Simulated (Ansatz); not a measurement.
MoS2:

```xyz
6
Lattice="3.1690 0.0000 0.0000 -1.5845 2.7444 0.0000 0.0000 0.0000 12.3240" Properties=species:S:1:pos:R:3 pbc="T T T"
Mo    1.5845    0.9148    9.2430
Mo    0.0000    1.8296    3.0810
S     1.5845    0.9148    4.6461
S     0.0000    1.8296   10.8081
S     1.5845    0.9148    1.5159
S     0.0000    1.8296    7.6779
```

Base run:

```yaml
Program: Ansatz 0.2.0
Functional: PBE0
Potentials_or_basis: Ansatz PAW
Cutoff: "420 eV (not typed: the program's choice for these potentials)"
k_mesh: 6 × 6 × 2
Occupations: fermi-dirac, width 0.05 eV
Spin: no spin polarisation
```

Its results: band gap on the k mesh 2.11 eV, indirect (least direct gap 2.78 eV); pressure -2.9 GPa; largest force 0.587 eV/Å.

Task: The run is repeated on the same cell with these changes: functional from PBE0 to HSE06. What comes out?

Result: Band gap on the k mesh 1.44 eV, indirect (least direct gap 2.12 eV); pressure -2.8 GPa; largest force 0.594 eV/Å.

Caveats: this functional lacks dispersion, which binds the layers, so the pressure and a relaxed spacing across them are unreliable; the PAW data sets come from PBE, with cores solved anew for the run's functional, which leaves a small shift of forces and pressure; the thresholds are loose for stress.
